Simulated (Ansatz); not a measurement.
Take BP in the zinc blende structure (space group F-43m, No. 216; a = 4.520 Å) as the base.

It is then changed as follows: Bi takes the place of P on all its sites, then cell and atoms are relaxed.

Levels (all Ansatz, an electronic-structure program, PAW, earlier PAW set): PBEsol (420 eV, no spin-orbit coupling); HSE06+SOC (420 eV, with spin-orbit coupling).

The geometry is relaxed with PBEsol.

- PBEsol valence-band top at Γ = 0.00, 0.00, 0.00 eV
- PBEsol band gap = 0.43 eV

Q: Predict the valence-band top at Γ and band gap from HSE06+SOC.

A: The valence-band top at Γ (three highest Kramers pairs, from the VBM) goes from 0.00, 0.00, 0.00 eV to 0.00, 0.00, -1.53 eV; the band gap goes up by 0.32 eV (0.43 eV → 0.75 eV). The threefold valence maximum splits by Δso ≈ 1.53 eV.

Single points use the geometry relaxed with PBEsol. Differences between runs with and without spin-orbit coupling are approximate. With Bi present, leaving out spin-orbit coupling can change the band edges. Whether these cells are dynamically stable was not tested. As relaxed here, BiB is a hypothetical phase, not in the database extracts checked.
